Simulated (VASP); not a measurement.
Here is a VASP 6.6.1 calculation.

Contents of INCAR:

```
SYSTEM = GaAs
PREC = Accurate ; ENCUT = 520
EDIFF = 1E-6 ; ISMEAR = 0
SIGMA = 0.019000000000000003 ; LREAL = .FALSE.
LASPH = .TRUE. ; NELM = 60
ALGO = Fast ; ISIF = 2
LWAVE = .FALSE. ; LCHARG = .FALSE.
GGA = PE ; NBANDS = 16
```

KPOINTS

```
regular mesh
0
G
  8 8 8
  0 0 0
```

The input POSCAR:

```
GaAs
1.0
    0.0000000000      2.8268500000      2.8268500000
    2.8268500000      0.0000000000      2.8268500000
    2.8268500000      2.8268500000      0.0000000000
As Ga
1 1
Direct
    0.7500000000      0.7500000000      0.7500000000
    0.0000000000      0.0000000000      0.0000000000
```

Potentials or basis: VASP PAW PBE potentials, release 64 (As, Ga_d).

Run with:

```sh
$ cat potpaw_PBE.64/As/POTCAR potpaw_PBE.64/Ga_d/POTCAR > POTCAR
$ mpirun -np 1 vasp_std > vasp.out
```

Question: Predict the band gap on the k mesh.

Answer: 0.52 eV, direct.

Question: What does it give for the pressure?

Answer: 3.5 GPa.

**Experimental background.**

From “Evidence of valence band perturbations in GaAsN/GaAs(001): A combined variable-angle spectroscopic ellipsometry and modulated photoreflectance investigation”, 2008, arxiv:0805.2212, for a bulk crystal of GaAs at 300 K: band gap 1.418 ± 0.005 eV (direct).

A measured gap of GaAs is 1.418 eV (direct; 300 K; “Evidence of valence band perturbations in GaAsN/GaAs(001): A combined variable-angle spectroscopic ellipsometry and modulated photoreflectance investigation”, 2008, arxiv:0805.2212); the calculated 0.52 eV misses it by -0.90 eV. 3 values of this kind are on record (1.412 to 1.51 eV); this one was drawn at random among those near their median, those with a stated uncertainty first. Spin-orbit coupling on As, Ga is left out. The value is that of PBE on a finite k mesh, which can miss the band edges, without temperature or zero-point motion. Semilocal functionals fall short of measured gaps as a rule.
